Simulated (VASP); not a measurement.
# RbBr: convergence, energy along a vibration (SMASS = -2)

RbBr, atoms displaced along the mode, 2 atoms in the cell. PBE, energy along a line of displacements; PAW potentials Rb_pv, Br (PBE set). VASP 6.6.1.

Wanted: harmonic frequency within 1 %.

Mode: optical mode at Gamma along [111].

POSCAR of the starting run:
```
RbBr
1.0
    4.1260773000      0.0000000000      0.0000000000
    0.0000000000      4.1260773000      0.0000000000
    0.0000000000      0.0000000000      4.1260773000
Rb Br
1 1
Direct
   -0.0054087769     -0.0054087769     -0.0054087769
    0.5057853957      0.5057853957      0.5057853957

    0.0055792579   0.0055792579   0.0055792579
   -0.0059677475  -0.0059677475  -0.0059677475
```

The series start from k mesh: 4 × 4 × 4; Cutoff (eV): 280; Step along the mode (Å): 0.02; Electronic threshold (eV): 1e-7; Precision and projection: Accurate, reciprocal space; Extrapolation between steps (IWAVPR): 11. Each series keeps the choices made before it, and each single choice may use up half of a tolerance.

## k mesh

| k mesh | Harmonic frequency (THz) | Time (s) |
|---|---|---|
| 2 × 2 × 2 | 1.914 | 17 |
| 3 × 3 × 3 | 2.279 | 19 |
| 4 × 4 × 4 | 2.301 | 29 |
| 5 × 5 × 5 | 2.306 | 39 |
| 6 × 6 × 6 (reference) | 2.307 | 56 |

Chosen: 4 × 4 × 4, the loosest value from which every tighter one stays within half of the tolerance.

## Cutoff (eV)

| Cutoff (eV) | Harmonic frequency (THz) | Time (s) |
|---|---|---|
| 160 | 2.349 | 17 |
| 190 | 2.327 | 20 |
| 220 | 2.307 | 22 |
| 250 | 2.302 | 28 |
| 280 | 2.301 | 29 |
| 330 (reference) | 2.301 | 30 |

Chosen: 220.

## Electronic threshold (eV)

| Electronic threshold (eV) | Harmonic frequency (THz) | Time (s) |
|---|---|---|
| 0.001 | 2.294 | 13 |
| 0.0001 | 2.302 | 18 |
| 1e-5 | 2.302 | 20 |
| 1e-6 | 2.302 | 21 |
| 1e-7 | 2.302 | 25 |
| 1e-8 (reference) | 2.302 | 27 |

Chosen: 0.001.

## Precision and projection

| Precision and projection | Harmonic frequency (THz) | Time (s) |
|---|---|---|
| Accurate, reciprocal space | 2.294 | 13 |
| Normal, reciprocal space | 2.295 | 9.1 |
| Normal, Auto | 2.302 | 12 |

Chosen: Normal, reciprocal space, the fastest of those that stay within half of the tolerance.

## Extrapolation between steps (IWAVPR)

| Extrapolation between steps (IWAVPR) | Harmonic frequency (THz) | Time (s) |
|---|---|---|
| 11 | 2.295 | 9.1 |
| 12 | 2.295 | 11 |
| 0 | 2.29 | 11 |

Chosen: 11; no other choice that stays within half of the tolerance saves 30 % of the time.

Also changed on the way, by series that aren't shown: Step along the mode (Å): 0.04.

## All choices together

| Input | Harmonic frequency (THz) | Time (s) |
|---|---|---|
| defaults on a coarse mesh (naive) | 2.298 | 2.8 |
| chosen settings | 2.295 | 9.1 |
| reference settings throughout | 2.306 | 63 |

The tolerance is met.

## The input

INCAR:
```
  GGA = PE
  PREC = Normal
  ENCUT = 220
  EDIFF = 0.001
  ALGO = Normal
  LREAL = False
  LASPH = True
  ISMEAR = 0
  SIGMA = 0.03
  ISYM = 0
  LWAVE = False
  LCHARG = False
  IBRION = 0
  SMASS = -2
  POTIM = 1
  NSW = 9
  NELMIN = 4
  IWAVPR = 11
  KPAR = 2
```

KPOINTS:
```
Automatic mesh
0
Gamma
  4 4 4
  0 0 0
```

POSCAR:
```
RbBr
1.0
    4.1260773000      0.0000000000      0.0000000000
    0.0000000000      4.1260773000      0.0000000000
    0.0000000000      0.0000000000      4.1260773000
Rb Br
1 1
Direct
   -0.0108175538     -0.0108175538     -0.0108175538
    0.5115707915      0.5115707915      0.5115707915

    0.0111585158   0.0111585158   0.0111585158
   -0.0119354950  -0.0119354950  -0.0119354950
```

Commands:
```
cat potpaw_PBE.64/Rb_pv/POTCAR potpaw_PBE.64/Br/POTCAR > POTCAR
mpirun -np 2 vasp_std > vasp.out
```

The naive input happens to agree within the tolerance here, in 2.8 s.

Limits: NELMIN = 4 forces that many electronic steps, so a loose EDIFF looks better here than it is.

The chosen input took VASP 6.6.1 9.1 s on 2 cores (Intel Xeon 6975P-C (Granite Rapids)), a shared host.
